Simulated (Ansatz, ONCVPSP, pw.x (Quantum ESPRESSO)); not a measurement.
# pw.x on sc N: one setting changed

Potential: optimised norm-conserving Vanderbilt (ONCV), ONCVPSP 4.0.1.1 (patched build), PBE; core [He], reference 2s2 2p3; waves: 2s: rc 1.05 bohr, ncon 4, nbas 8, qcut 7.8 1/bohr, local; 2p: rc 2.05 bohr, ncon 4, nbas 7, qcut 6.8 1/bohr, 2 projectors, debl 2.4 Ha; local part: the s channel; core correction: Teter function, fcfact 6, rcfact 1.74.

The reference run (k-mesh 17³, cutoffs 115/460 Ry, Fermi–Dirac 0.01 Ry, mixing_beta 0.4, conv_thr 1e-9, no spin) gives -4.35 GPa at 6.670 Å³/atom, where all-electron LAPW gives -4.61 GPa. This run, with its own iteration cap, changes degauss to 0.002.

```
&control
  calculation='scf', prefix='x', pseudo_dir='./', outdir='./tmp', tstress=.true., disk_io='none'
/
&system
  ibrav=0, nat=1, ntyp=1, ecutwfc=115, ecutrho=460, nbnd=9,
  occupations='smearing', smearing='fd', degauss=0.002
/
&electrons
  conv_thr=1e-09, mixing_beta=0.4, electron_maxstep=70
/
ATOMIC_SPECIES
N 1.0 N.UPF
CELL_PARAMETERS angstrom
  1.88238568 0.00000000 0.00000000
  0.00000000 1.88238568 0.00000000
  0.00000000 0.00000000 1.88238568
ATOMIC_POSITIONS crystal
N 0.0000 0.0000 0.0000
K_POINTS automatic
17 17 17 0 0 0
```

```bash
pw.x < N.scf.in > N.scf.out
```

**Question.** How does the run end?

**Answer.** It converges in 7 iterations; the free energy moves by +13.2 meV/atom and the pressure by +0.50 GPa. In a metal, with Fermi–Dirac smearing, F lies below its zero-width value by a term in the square of the width.

```
Message from routine setup:
     using ibrav=0 with symmetry is DISCOURAGED, use correct ibrav instead
     lattice parameter (alat)  =       3.5572  a.u.
     unit-cell volume          =      45.0114 (a.u.)^3
     number of electrons       =         5.00
     number of Kohn-Sham states=            9
     kinetic-energy cutoff     =     115.0000  Ry
     charge density cutoff     =     460.0000  Ry
     scf convergence threshold =      1.0E-09
     Exchange-correlation= PBE
     number of k points=   165  Fermi-Dirac smearing, width (Ry)=  0.0020
     iteration #  1     ecut=   115.00 Ry     beta= 0.40
     total energy              =     -21.19510785 Ry
     estimated scf accuracy    <       0.00246006 Ry
     iteration #  2     ecut=   115.00 Ry     beta= 0.40
     total energy              =     -21.19549380 Ry
     estimated scf accuracy    <       0.00089427 Ry
     iteration #  3     ecut=   115.00 Ry     beta= 0.40
     total energy              =     -21.19552574 Ry
     estimated scf accuracy    <       0.00000453 Ry
     iteration #  4     ecut=   115.00 Ry     beta= 0.40
     total energy              =     -21.19552637 Ry
     estimated scf accuracy    <       0.00000015 Ry
     iteration #  5     ecut=   115.00 Ry     beta= 0.40
     total energy              =     -21.19552640 Ry
     estimated scf accuracy    <       0.00000001 Ry
     iteration #  6     ecut=   115.00 Ry     beta= 0.40
     total energy              =     -21.19552640 Ry
     estimated scf accuracy    <          2.8E-09 Ry
     iteration #  7     ecut=   115.00 Ry     beta= 0.40
     the Fermi energy is    10.6289 ev
!    total energy              =     -21.19552640 Ry
     estimated scf accuracy    <          2.8E-11 Ry
     smearing contrib. (-TS)   =      -0.00011152 Ry
     The total energy is F=E-TS. E is the sum of the following terms:
     one-electron contribution =       3.89185936 Ry
     hartree contribution      =       1.67270659 Ry
     xc contribution           =      -6.81941839 Ry
     ewald contribution        =     -19.94056243 Ry
     convergence has been achieved in   7 iterations
          total   stress  (Ry/bohr**3)                   (kbar)     P=      -38.45
     Message from routine punch:
     Nothing written, as per user request (disk_io='none')
```

The run took about 16 s on one core of a shared host (Neoverse-N1, 64 threads, 124 GiB, load 56).
